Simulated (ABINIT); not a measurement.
AgBr:

```xyz
2
Lattice="0.0000 2.8702 2.8702 2.8702 0.0000 2.8702 2.8702 2.8702 0.0000" Properties=species:S:1:pos:R:3 pbc="T T T"
Ag    0.0000    0.0000    0.0000
Br    2.8702    2.8702    2.8702
```

Base run:

```yaml
Program: ABINIT 10.8.3 (patched build)
Functional: r2SCAN
Potentials_or_basis: JTH PAW PBE v2.0
Cutoff: 544 eV
k_mesh: 10 × 10 × 10
Occupations: fermi-dirac, width 0.05 eV
Spin: no spin polarisation
```

Its results: band gap on the k mesh 1.23 eV, indirect (least direct gap 3.26 eV); pressure 1.1 GPa.

Q: The run is repeated on the same cell with these changes: k mesh from 10 × 10 × 10 to 3 × 3 × 3. What comes out?

A: Band gap on the k mesh 1.59 eV, indirect (least direct gap 3.23 eV); pressure 1.8 GPa.

Caveats: some runs use coarse meshes; the PAW data sets were made with another functional, which shifts forces and pressure a little; an odd mesh through Γ misses points on the zone boundary, where band edges often lie (some runs).
